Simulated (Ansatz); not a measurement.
Crystal: YN.

```xyz
2
Lattice="0.0000 2.4385 2.4385 2.4385 0.0000 2.4385 2.4385 2.4385 0.0000" Properties=species:S:1:pos:R:3 pbc="T T T"
Y     0.0000    0.0000    0.0000
N     2.4385    2.4385    2.4385
```

Base run:

* Program: Ansatz 0.2.0
* Functional: PBE
* Potentials or basis: Ansatz PAW
* Cutoff: 420 eV (not typed: the program's choice for these potentials)
* k mesh: 9 × 9 × 9
* Occupations: fermi-dirac, width 0.05 eV
* Spin: no spin polarisation

Its results: band gap on the k mesh 0.24 eV, indirect (least direct gap 0.64 eV); pressure 3.0 GPa.

**Question.** After a change of settings the same cell gave: band gap on the k mesh 0.15 eV, indirect (least direct gap 0.55 eV); pressure -6.0 GPa. Which change was it?
A. occupations from fermi-dirac, width 0.05 eV to gaussian, width 0.011 eV
B. functional from PBE to LDA
C. k mesh from 9 × 9 × 9 to 7 × 7 × 7; spin from no spin polarisation to spin-orbit coupling, no magnetisation; potential files from those of the base run to others of the same set

**Answer.** B.

LDA binds more tightly than PBE, so the same cell stands under less pressure.

Caveats: the k mesh misses the band edges, so the gap on the mesh is wider than the one along the path; the PAW data sets come from PBE, with cores solved anew for the run's functional, which leaves a small shift of forces and pressure (some runs).
